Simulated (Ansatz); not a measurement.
# TaC: the cost of one run

Computed with Ansatz 0.2.0, driven from Python. Level of theory: DFT LDA, plane waves, PAW.

The COD entry's cell or inner coordinates are ideal or old and differ from later refinements, so a difference from it is no clean test against experiment.

### Step 1. The system

Symmetry: Fm-3m, No. 225, cubic system. The conventional cell has a = 4.446 Å, b = 4.446 Å, c = 4.446 Å, α = 90.00°, β = 90.00°, γ = 90.00°. Ta (site symmetry m-3m) has 6 C at 2.22 Å as nearest neighbours. Around C (site symmetry m-3m) lie 6 Ta at 2.22 Å.

The script holds or builds the structure itself.

### Step 2. The code

tac_compress.py reads:

```python
'''Cell of TaC under pressure.'''

import ansatz
import numpy as np
import pandas as pd

def edges_and_angles(cell):
    cell = np.asarray(cell)
    a, b, c = np.linalg.norm(cell, axis=1)
    cosines = cell[1] @ cell[2] / (b * c), cell[0] @ cell[2] / (a * c), cell[0] @ cell[1] / (a * b)
    return (a, b, c, *np.degrees(np.arccos(cosines)))

crystal = (
    ansatz.Lattice.fcc(4.446)
    .space_group(225)
    .atom('Ta', [0.0, 0.0, 0.0])
    .atom('C', [0.5, 0.0, 0.0])
    .primitive()
)

job = crystal.calculation()
job = job.kpoints(11)
job = job.basis(420)
job = job.occupations('Fermi-Dirac', width=0.05)
job = job.functional(ansatz.Functional.LDA)

# H = F + PV, with 1 GPa A^3 = 1/160.21766 eV
rows = []
for pressure in [-2, 0, 2, 5, 10]:
    res = job.relax(cell=True, pressure=pressure, force_tolerance=0.02, max_steps=40).run()
    cell = res.lattice.cell_ang
    n_atoms = len(res.lattice.sites)
    volume = abs(np.linalg.det(cell)) / n_atoms
    enthalpy = res.report['free_energy_ev'] / n_atoms + pressure * volume / 160.21766
    rows.append((pressure, volume, enthalpy, *edges_and_angles(cell)))
    print(f'{pressure} GPa done: {volume:.4f} A^3/atom')

table = pd.DataFrame(rows, columns=['P_GPa', 'V_A3_atom', 'H_eV_atom', 'a', 'b', 'c', 'alpha', 'beta', 'gamma'])
print(table.round(4).to_string(index=False))
p, v = np.array([row[0] for row in rows], float), np.array([row[1] for row in rows])
print('mean bulk modulus between rows (GPa):', np.round(-np.diff(p) / np.diff(np.log(v)), 1))
```

### Step 3. What the engine is handed

The engine receives this input (first run):

```yaml
crystal:
  lattice:
    bravais: fcc
    a: 4.446
  space_group: 225
  atoms:
    - { symbol: Ta, position: [0.0, 0.0, 0.0] }
    - { symbol: C, position: [0.5, 0.0, 0.0] }
  reduce_to_primitive: true
basis:
  ecutwfc: 420.0
kpoints:
  mp_grid:
    grid: [11, 11, 11]
hamiltonian:
  xc: lda
scf:
  occupations:
    method: fermi_dirac
    width: 0.05
relax:
  f_tol: 0.02
  max_steps: 40
  cell:
    p_target: -2.0
```

### Step 4. The run

On the command line:

```
> python tac_compress.py
```

What time and memory should one allow on 1 thread of Arm Neoverse V1, shared host?

About 42 s, with a peak of 0.42 GiB.
